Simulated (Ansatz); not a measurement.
**SrTiO₃, one structure, two calculations**

Cell: a structure deposited in the COD whose atoms were relaxed with PBE, the cell held.

Space group I4/mcm (No. 140); a = 5.5110, c = 7.7960 Å.

```csv
site,Wyckoff,site symmetry,x,y,z
Sr,4b,-42m,0.0000,0.5000,0.2500
Ti,4c,4/m..,0.0000,0.0000,0.0000
O5,4a,422,0.0000,0.0000,0.2500
O7,8h,m.2m,0.2283,0.7283,0.0000
```

One atom of each set is listed; the run and its k-mesh use a cell of 10 atoms with edges of 5.51, 5.51, 5.51 Å.

First run. Computed with Ansatz: DFT, PBE, plane waves and PAW, scalar-relativistic, 420 eV cutoff, Γ-centred 8×8×8 k-points, Fermi–Dirac smearing 0.02 eV.

| site | V_zz (10²¹ V/m²) | η |
| --- | --- | --- |
| Sr | -1.43 | 0.00 |
| Ti | -0.31 | 0.00 |
| O5 | 1.21 | 0.00 |
| O7 | 1.45 | 0.03 |

Second run. The same atoms and settings, except that spin–orbit coupling is included (fully relativistic PAW files).

Question: Given the first result, estimate the second.

Answer: 

```json
{"site": "Sr", "V_zz": "-1.43", "η": "0.00", "change of V_zz": "0.00"}
{"site": "Ti", "V_zz": "-0.31", "η": "0.00", "change of V_zz": "0.00"}
{"site": "O5", "V_zz": "1.21", "η": "0.00", "change of V_zz": "0.00"}
{"site": "O7", "V_zz": "1.45", "η": "0.03", "change of V_zz": "0.00"}
```

No V_zz moves by more than 0.01.

At this cell the PBE pressure is 5 GPa, so with PBE the cell would grow if it were relaxed.
